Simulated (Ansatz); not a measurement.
Structure types of Ru at zero pressure (relativity switched off)

Structure types of Ru are relaxed in primitive cells with their symmetry kept at 0 GPa, first on PAW files, then by LAPW. The enthalpy is E + pV at zero temperature, without zero-point motion. Only the types listed were tried, and differences under about 5 meV/atom are mesh noise. Not among the end structures: fcc, which may lie lower.

All numbers are PBE results (non-relativistic) from Ansatz 0.2.0, with Fermi–Dirac smearing of 0.05 eV, no spin polarisation. Methods: LAPW: all electrons, basis error target 0.5 meV/atom.

k meshes: bcc 19×19×19, hcp 17×17×10.

```json
{"start type": "bcc", "ends as": "bcc, Im-3m", "a, b, c (Å)": "3.082, 3.082, 3.082", "V (Å³/atom)": "14.64", "H − H(lowest), LAPW (meV/atom)": "?"}
{"start type": "hcp", "ends as": "hcp, P6_3/mmc", "a, b, c (Å)": "2.748, 2.748, 4.333", "V (Å³/atom)": "14.17", "H − H(lowest), LAPW (meV/atom)": "0.0"}
```

**Question.** Give the missing entry: row "bcc", column "H − H(lowest), LAPW (meV/atom)".

**Answer.** 555.5.
